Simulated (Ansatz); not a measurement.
Born–Oppenheimer molecular dynamics of a periodic cell of 19 atoms, Ag (surface Ag(110), adsorbate Ag). It starts from a partly relaxed structure (largest force component 0.08 eV/Å).

Level of theory: DFT PBEsol, scalar-relativistic, plane waves, PAW in Ansatz 0.2.0. Settings: accuracy low, PAW set soft_1, cutoff 420 eV, k mesh 1x2x1, fermi-dirac smearing 0.05 eV, no spin polarisation.

- ensemble: NVT, Nosé–Hoover chain
- time step: 4.5 fs
- steps asked: 200
- set temperature: 900 K
- thermostat: time constant 50 fs, chain length 5
- atoms held: 1 to 6
- seed: 178403

First frame:

```xyz
19
Lattice="12.2700 0.0000 0.0000 0.0000 5.7841 0.0000 0.0000 0.0000 15.8921" Properties=species:S:1:pos:R:3
Ag 0.000 0.000 1.000
Ag 4.090 0.000 1.000
Ag 8.180 0.000 1.000
Ag 0.000 2.892 1.000
Ag 4.090 2.892 1.000
Ag 8.180 2.892 1.000
Ag 2.049 1.452 2.400
Ag 6.134 1.452 2.406
Ag 10.229 1.447 2.370
Ag 2.060 4.345 2.330
Ag 6.124 4.344 2.335
Ag 10.226 4.340 2.202
Ag 0.044 -0.002 3.785
Ag 4.088 -0.024 3.775
Ag 8.145 0.003 3.776
Ag 0.026 2.933 3.775
Ag 4.091 2.935 3.773
Ag 8.166 2.932 3.772
Ag 10.226 4.373 4.912
```

**Question.** What does the run give?

**Answer.** The run went to its last step.

```
steps done                                               : 200
time covered                                             : 900 fs
mean temperature over the second half                    : 876 K
spread of the potential energy over the second half      : 14.1 meV per atom
mean potential energy of the second half above the start : 104.5 meV per atom
```

The conserved energy stayed within 0.42 meV per atom of its start (net change 0.38 meV per atom), so the integration is sound. A run of 0.9 ps of so small a system gives no equilibrium averages. The SCF threshold is loose, so the forces are noisy. Limits of this set-up: coarse k mesh, thin slab, slab without dipole correction, PAW files made for another functional, low accuracy level.

**Question.** What happens to the structure?

**Answer.** Mean squared displacements from the first frame to the last: Ag 0.26 Å². This is one draw of velocities; another would differ in detail.

**Question.** How do temperature and energy run in time?

**Answer.** 
| time (fs) | T (K) | potential energy less start (eV) | conserved less start (meV/atom) |
| --- | --- | --- | --- |
| 0 | 900 | 0.000 | 0.00 |
| 27 | 705 | 0.345 | 0.05 |
| 54 | 399 | 1.003 | 0.12 |
| 81 | 441 | 1.248 | 0.07 |
| 108 | 544 | 1.292 | 0.08 |
| 135 | 602 | 1.457 | 0.10 |
| 162 | 644 | 1.681 | 0.15 |
| 189 | 788 | 1.724 | 0.17 |
| 216 | 949 | 1.719 | 0.19 |
| 243 | 1075 | 1.676 | 0.19 |
| 270 | 977 | 1.830 | 0.22 |
| 297 | 833 | 1.968 | 0.24 |
| 324 | 716 | 2.085 | 0.25 |
| 351 | 757 | 2.057 | 0.24 |
| 378 | 955 | 2.017 | 0.25 |
| 405 | 1147 | 2.094 | 0.31 |
| 432 | 1262 | 2.043 | 0.32 |
| 459 | 1119 | 1.957 | 0.30 |
| 486 | 851 | 1.895 | 0.29 |
| 513 | 688 | 1.949 | 0.27 |
| 540 | 642 | 2.048 | 0.31 |
| 567 | 767 | 1.973 | 0.28 |
| 594 | 851 | 1.998 | 0.28 |
| 621 | 827 | 2.186 | 0.32 |
| 648 | 873 | 2.277 | 0.34 |
| 675 | 1014 | 2.222 | 0.27 |
| 702 | 950 | 2.427 | 0.34 |
| 729 | 972 | 2.457 | 0.42 |
| 756 | 1225 | 2.075 | 0.35 |
| 783 | 1196 | 1.682 | 0.35 |
| 810 | 887 | 1.508 | 0.32 |
| 837 | 688 | 1.606 | 0.35 |
| 864 | 631 | 1.713 | 0.36 |
| 891 | 718 | 1.756 | 0.36 |

The run took 19 min on 4 threads of Arm Neoverse V1, on a shared host, peak memory 2.4 GiB.
